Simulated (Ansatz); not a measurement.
# SrTiO₃: do energies and stresses tell the same story?

The calculation used DFT PBEsol, scalar-relativistic, plane waves, PAW in Ansatz.

Plane waves to 420 eV, a k mesh through Γ of 8×8×8 on the computed 10-atom cell and Gaussian smearing (0.02 eV); no spin polarisation.

Relaxed cell: I4/mcm, a = 5.487 Å, b = 5.487 Å, c = 7.809 Å, α = 90.00°, β = 90.00°, γ = 90.00°, 10 atoms in the primitive cell. Whether it is the stable form of this composition wasn't checked.

Energies at zero smearing and pressures from the stress tensor, at volumes with shape and atoms relaxed:
| V (Å³/atom) | E − E(first) (meV/atom) | P (GPa) |
| --- | --- | --- |
| 10.345 | 0.00 | 30.45 |
| 10.697 | -56.30 | 20.95 |
| 11.050 | -93.25 | 12.84 |
| 11.403 | -113.70 | 5.92 |
| 11.755 | -120.06 | 0.01 |
| 12.108 | -114.39 | -5.05 |
| 12.460 | -98.42 | -9.36 |
| 12.931 | -63.75 | -14.13 |

Problem. Check P = −dE/dV between neighbouring volumes, and get the bulk modulus from the pressures alone.

Solution. With 1 eV/Å³ = 160.2 GPa:
```
middle V (Å³/atom)  −ΔE/ΔV (GPa) mean P (GPa)
            10.521        25.578        25.700
            10.874        16.788        16.893
            11.226         9.290         9.379
            11.579         2.888         2.965
            11.931        -2.577        -2.522
            12.284        -7.253        -7.209
            12.696       -11.813       -11.746
```

The two differ by 0.12 GPa at most. The mean of two end pressures misses the average over a step by about ΔV² P″/12, up to 0.13 GPa here; with that taken off 0.02 GPa remains. Around V = 11.755 Å³/atom, the two neighbours give B = −V ΔP/ΔV = 11.755 × 10.97 / 0.705 = 182.9 GPa, against B0 = 181.6 GPa from the Birch–Murnaghan fit of the energies.

A ferromagnetic start lost its moments in a first run, so spin was left out; other magnetic orders weren't tried.

Energies and stresses tell the same story: the pressure passes through zero at the energy minimum, and the small residual left after the curvature correction leaves little room for a Pulay stress from the finite plane-wave basis. The comparison works along a relaxed path because, with forces and shear stresses gone, only the volume change does work. The bulk modulus therefore includes the softening from internal relaxation and isn't that of a rigidly scaled cell.

Pressure rises ever more steeply on compression, since the overlap repulsion between the filled shells of the ions grows much faster than the Coulomb and covalent Ti–O attraction. This curvature also explains why the mean pressure lies above the energy slope in every interval. The slightly higher bulk modulus from the pressures probably has a similar origin, as a difference across a finite volume range overestimates the local slope of such a curve. How compression is shared between shorter Ti–O bonds and rotation of the octahedra can't be read from these data.
